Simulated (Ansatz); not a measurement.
# V (Im-3m) in Ansatz: a series of runs

Aim: see how the results for V move with the level of theory and the settings. Levels: revPBE+D3(BJ), revPBE, LDA, PBE, PBEsol. Tasks: relaxation of cell and atoms.

Program: Ansatz 0.2.0. These are calculated values, not measurements. Logs are shortened: lines on timing, memory, paths and dates and some standing lists are left out, and cuts for length are marked.

## (1) The structure

It takes space group Im-3m (No. 229, cubic). The conventional cell has a = 3.029 Å, b = 3.029 Å, c = 3.029 Å, α = 90.00°, β = 90.00°, γ = 90.00°. Around V (site symmetry m-3m) lie 8 V at 2.62 Å.

## (2) Relaxation of cell and atoms, revPBE+D3(BJ), collinear spin, ferromagnetic start

File input.yaml:

```yaml
crystal:
  lattice:
    - [-1.51435, 1.51435, 1.51435]
    - [1.51435, -1.51435, 1.51435]
    - [1.51435, 1.51435, -1.51435]
  atoms:
    - { symbol: V, position: [0.0, 0.0, 0.0], spin: 2.0 }
kpoints:
  mp_grid: { grid: [12, 12, 12] }
scf:
  occupations: { method: fermi_dirac, width: 0.05 }
hamiltonian:
  xc: revpbe
  dispersion: d3bj
  pseudopotentials: { kind: all_electron, lapw: { basis_error: 0.001 } }
magnetization:
  spin_polarized: true
output:
  forces: true
  stress: true
relax:
  f_tol: 0.02
  max_steps: 60
  cell: {}
```

Potentials or basis: all-electron LAPW, scalar-relativistic.

Command:

```bash
> ansatz run input.yaml --threads 2 --pin off --max-ram 6144MiB --backend cpu --events-out ev --progress --plain --runs-dir out
```

The program printed:

```text
Warning: RAYON_NUM_THREADS=2 ignored (pool sized by the plan → 2); use --threads N
The last accepted step is kept in <dir> (removed where the run ends without a failure and the disk answers)
LAPW: plane waves up to 8.519 Å⁻¹, error target 1.0e-3 eV per atom; small_component_spin mean_spin; V in spheres of 1.272 Å, 13 of its electrons in bands, Dirac shells [] (how accurate: hamiltonian.pseudopotentials.lapw.basis_error, Limitations)
Engine: ansatz 0.2.0, aarch64-unknown-linux-gnu
Pseudopotentials: kind: all_electron
Pseudopotential: V, LAPW, valence charge 13, lapw/all_electron/scalar/gaussian/V, Koelling and Harmon's equation, gaussian nucleus
Functional definition: revPBE
  parameter kappa = 1.245
  parameter beta = 0.06672455060314922
  exchange = pbe_x(kappa = kappa, mu = beta*pi^2/3)
  correlation = pbe_c(beta = beta)
Crystal: 1 atoms, lattice volume = 13.891 Å³
Basis set: ecut = 276.4891681409747 eV, 141 PW (Γ), exchange–correlation at level 2
Bands: 12, of which v1, the nominal top of the filled ones, is band 7 counted from 1 (6 counted from 0)
Symmetry: 48 space group operations
Space group: Im-3m (ITA 229), of the structure as read, at distance tolerance 2.4e-5 Å
Magnetic group: BNS 229.140 (UNI 1642), of the structure as read, at distance tolerance 2.4e-5 Å
k-points: 72 of 1728
Non-local potential: V, projectors of the file, none
Initial density: superposition of atomic densities (chi_scale 0.1, normalization cell)
Starting moments: Σ|m| = 2 μB on 1 of 1 site
Initial wavefunctions: plane waves of lowest kinetic energy (no species holds an atomic orbital)
Functional: x = revpbe(κ = 1.245, μ = 0.2195149727645171), c = pbe(β = 0.06672455060314922)
iter 1 solved again at ethr=3.53e-4 eV; its pass at ethr=1.00e-1 eV (dr2=4.59e-2 eV) is discarded
SCF iter   1: F=—  HF=-25835.642024 eV  |F-HF|=—  |Δ(HF+E_count)|=         —  Δρ=3.98e-2 (↑3.98e-2 ↓2.83e-2)  dr2=4.64e-2  dr2_m=1.35e-1  M=1.232 μB ∫|m|=1.232 μB  β_m=0.30  ethr=3.53e-4  ⟨swp⟩=2.9  Hψ=12088  notcnv=0
Mixer restart at iter 1: flushing history
preconditioner: auto → none  [metal: Δε(μ)=0.030 eV  Ē_g=8.768 eV  σ=0.050 eV  W_gap=0.15  n_scr=0 (ndim 8)  ℏωp=22.3 eV  f_vac=0.000  D(μ)=1.42/eV (n_scr^D=18)]
SCF iter   2: F=—  HF=-25836.802182 eV  |F-HF|=—  |Δ(HF+E_count)|=         —  Δρ=6.22e-2 (↑6.22e-2 ↓5.83e-2)  dr2=5.28e-3  dr2_m=4.60e-1  M=0.342 μB ∫|m|=0.342 μB  β_m=1.00  ethr=3.53e-4  ⟨swp⟩=2.4  Hψ=5391  notcnv=0
Mixer restart at iter 2: flushing history
iter 3 solved again at ethr=6.46e-6 eV; its pass at ethr=3.85e-4 eV (dr2=8.40e-4 eV) is discarded
SCF iter   3: F=—  HF=-25836.461008 eV  |F-HF|=—  |Δ(HF+E_count)|=   3.41e-1  Δρ=3.76e-3 (↑3.76e-3 ↓2.99e-3)  dr2=8.38e-4  dr2_m=1.20e-3  M=0.261 μB ∫|m|=0.261 μB  β_m=0.30  ethr=6.46e-6  ⟨swp⟩=2.0  Hψ=8641  notcnv=0
SCF iter   4: F=—  HF=-25836.464868 eV  |F-HF|=—  |Δ(HF+E_count)|=         —  Δρ=3.67e-3 (↑3.67e-3 ↓2.93e-3)  dr2=6.25e-4  dr2_m=1.20e-3  M=0.237 μB ∫|m|=0.237 μB  β_m=0.65  ethr=6.44e-6  ⟨swp⟩=2.7  Hψ=4682  notcnv=0
[... 52 lines left out ...]
SCF 4 converged in 3 iterations: F = -25836.554558 eV  dr2 = 7.05e-9
relax step   4: F+E_penalty+E_count = -25836.55455756 eV  Δ(F+E_penalty+E_count) = -2.864e-5 eV  max|allowed force component| = 0.000e0 eV/Å  Δτ_max = 0.0000 Å  P = -0.008 GPa  Ω = 12.507 Å³  (3 SCF iters, accepted)
iter 1 solved again at ethr=6.05e-12 eV; its pass at ethr=1.00e-1 eV (dr2=7.87e-10 eV) is discarded
SCF iter   1: F=—  HF=-25836.554557 eV  |F-HF|=—  |Δ(HF+E_count)|=         —  Δρ=1.57e-6 (↑1.57e-6 ↓1.57e-6)  dr2=7.87e-10  dr2_m=1.46e-15  M=0.000 μB ∫|m|=0.000 μB  β_m=0.65  ethr=6.05e-12  ⟨swp⟩=3.0  Hψ=8837  notcnv=0
SCF iter   2: F=—  HF=-25836.554557 eV  |F-HF|=—  |Δ(HF+E_count)|=   1.78e-8  Δρ=9.86e-7 (↑9.84e-7 ↓9.86e-7)  dr2=3.19e-10  dr2_m=1.15e-15  M=0.000 μB ∫|m|=0.000 μB  β_m=0.65  ethr=6.05e-12  ⟨swp⟩=3.0  Hψ=4923  notcnv=0
SCF iter   3: F=-25836.554557 eV  HF=-25836.554557 eV  |F-HF|=1.02e-10  |Δ(HF+E_count)|=   1.03e-8  Δρ=6.54e-7 (↑6.53e-7 ↓6.54e-7)  dr2=1.32e-10  dr2_m=2.22e-16  M=0.000 μB ∫|m|=0.000 μB  ethr=2.45e-12  ⟨swp⟩=3.0  Hψ=4960  notcnv=0
the starting moments were not kept: the SCF closed with an absolute magnetisation of 2.3e-7 μB, where they sum to 2 μB in size (1 site). That is at most 0.1 of that sum. Measured as dr2_m measures the in/out step, that magnetisation stands 1.1e-14 eV from none, at or under the dr2_threshold of 1.0e-7 eV: it is no larger than a step whose dr2_m would equal this threshold.
SCF 5 converged in 3 iterations: F = -25836.554557 eV  dr2 = 1.32e-10
relax step   5: F+E_penalty+E_count = -25836.55455655 eV  Δ(F+E_penalty+E_count) = +1.006e-6 eV  max|allowed force component| = 0.000e0 eV/Å  Δτ_max = 0.0000 Å  P = -0.007 GPa  Ω = 12.507 Å³  stress off target by 7.19e-3 GPa  SCF on the basis re-selected at this cell (its energy is not comparable with the rows above)  (3 SCF iters)
basis re-selected at this cell: Δ(F+E_penalty+E_count) = +1.006e-6 eV, ΔP = +0.001 GPa vs the last step (what re-selecting the basis moved, after the strain that the cell walked since its last selection, with what the two solves' SCF thresholds leave and, on support functions, any second-order correction that the steps lacked; it is no measure of the basis error at this ecutwfc). This SCF's stress stands 7.19e-3 GPa from its target on what of the cell is left free (relax.cell.stress_tol is 5.00e-2 GPa) and its largest allowed force component is 0.00e0 eV/Å (relax.f_tol is 2.00e-2 eV/Å): within both
SCF converged after 3 iterations
Magnetization: 0.0000 μB (6.5000 up, 6.5000 down)
Absolute magnetization: 0.0000 μB (∫|ρ↑−ρ↓|)
Spin contamination: 0.0000 ħ² per cell (⟨S²⟩ above its minimum at these occupations)
Per-site moments (μB) at R_I (Å): [(1.8786715649810048e-7, 1.2283690771589162)]
Free energy (F): -25836.554557 eV
Harris-Foulkes:  -25836.554557 eV  (|F-HF|=1.02e-10)
Internal energy: -25836.537467 eV  (E = F + TS)
E sigma→0 (E₀):  -25836.546012 eV
Entropy (-TS):   -0.017090 eV (-17.090 meV/atom)
Fermi energy:    18.656985 eV
--- Per-component energies (eV) ---
  E_band       = -116.722411
  E_kinetic    = 26114.137354
  E_xc         = -1240.713829
  E_electrostatic = -50708.583798  (all electrons and nuclei)
  E_disp       = -1.377194  (pairwise vdW)
  E_smearing   = -0.017090  (= −TS)
  E_closure    = 0.000000  (closes the sum)
  E_atoms      = -25827.214030  (free atoms, spherical and without spin; not in F)
  Σ components = -25836.554557   (vs F -25836.554557, Δ=0.00e0)
  Basis errors (estimates in eV, not in F): energy 2.5e-4 per atom: plane waves 2.3e-4 (1.3e-4 summed), levels above the bands 1.3e-97, relativity 1.1e-8, radial functions 2.1e-5, core shells 5.5e-7; eigenvalues (radial functions only) 7.8e-7; not estimated: angular momenta, meshes, grids; target (lapw.basis_error) 1.0e-3; muffin-tin radii V 1.228 Å
--- Forces (eV/Å), atoms counted from 1 ---
  atom   1  V      0.00000000    -0.00000000    -0.00000000
  max |Σ_I F_I| component: 3.37e-31 eV/Å
--- Stress (GPa, compression-positive) ---
       -0.007193       0.000000       0.000000
        0.000000      -0.007193      -0.000000
        0.000000      -0.000000      -0.007193
  P = ⅓ Tr σ = -0.0072 GPa (-0.072 kbar)
--- Relaxed structure (4 steps of the walk, 4 accepted, 1 SCFs on fresh bases) ---
  F+E_penalty+E_count = -25836.55455655 eV   max|allowed force component| = 0.000e0 eV/Å   (the final SCF, on the basis selected at the relaxed cell)
  cell:  # Å, volume = 12.5066 Å³
    - [-1.4622664493398079, 1.4622664493398079, 1.4622664493398079]
    - [1.4622664493398079, -1.4622664493398079, 1.4622664493398079]
    - [1.4622664493398079, 1.4622664493398079, -1.4622664493398079]
  atoms:
    - { symbol: V, position: [0.0, 0.0, 0.0] }
```

Wall time 14 s (2 threads of Arm Neoverse V2, shared host); peak memory 0.34 GiB.

What came out:

- Free energy: -25836.5546 eV
- Relaxed volume: 12.51 Å³/atom
- Relaxed cell: a = 2.533 Å, b = 2.533 Å, c = 2.533 Å, α = 109.47°, β = 109.47°, γ = 109.47°
- Space group after relaxing (to 0.05 Å): Im-3m (No. 229)
- Energy gained by relaxing: 81.3 meV/atom
- Ionic steps: 5
- Pressure after relaxing: 0.0 GPa
- Net moment: 0.00 μB per cell
- Absolute moment: 0.00 μB per cell

The path:
```tsv
step	energy change (eV)	largest force (eV/Å)	volume (Å³)
1	0.0000	0.0000	13.89
2	-0.0796	0.0000	12.33
3	-0.0813	0.0000	12.53
4	-0.0813	0.0000	12.51
5	-0.0813	0.0000	12.51
```

Final structure:
```
CELL_PARAMETERS angstrom
-1.46227 1.46227 1.46227
1.46227 -1.46227 1.46227
1.46227 1.46227 -1.46227
ATOMIC_POSITIONS crystal
V 0.00000 0.00000 0.00000
```

Caveat: the starting moments weren't kept.

## (3) Relaxation of cell and atoms, revPBE, collinear spin, ferromagnetic start

input.yaml, as its differences from that of step 2:

```diff
@@ -13,3 +13,2 @@
   xc: revpbe
-  dispersion: d3bj
   pseudopotentials: { kind: all_electron, lapw: { basis_error: 0.001 } }
@@ -21,3 +20,3 @@
 relax:
-  f_tol: 0.02
+  f_tol: 0.01
   max_steps: 60
```

Potentials or basis: all-electron LAPW, scalar-relativistic.

Command:

```bash
> ansatz run input.yaml --threads 2 --pin off --max-ram 6144MiB --backend cpu --events-out ev --progress --plain --runs-dir out
```

Run time: 12 s. Hardware: 2 threads of Arm Neoverse V2, shared host; peak memory 0.34 GiB.

Results (log left out):

- Free energy: -25835.2410 eV
- Relaxed volume: 13.69 Å³/atom
- Relaxed cell: a = 2.610 Å, b = 2.610 Å, c = 2.610 Å, α = 109.47°, β = 109.47°, γ = 109.47°
- Space group after relaxing (to 0.05 Å): Im-3m (No. 229)
- Energy gained by relaxing: 1.5 meV/atom
- Ionic steps: 4
- Pressure after relaxing: 0.0 GPa
- Net moment: 0.00 μB per cell
- Absolute moment: 0.00 μB per cell

Step by step:
| step | energy change (eV) | largest force (eV/Å) | volume (Å³) |
| --- | --- | --- | --- |
| 1 | 0.0000 | 0.0000 | 13.89 |
| 2 | -0.0015 | 0.0000 | 13.66 |
| 3 | -0.0015 | 0.0000 | 13.69 |
| 4 | -0.0015 | 0.0000 | 13.69 |

Final structure:
```
CELL_PARAMETERS angstrom
-1.50710 1.50710 1.50710
1.50710 -1.50710 1.50710
1.50710 1.50710 -1.50710
ATOMIC_POSITIONS crystal
V 0.00000 0.00000 0.00000
```

Caveat: the starting moments weren't kept.

[end of part 1 of 2]
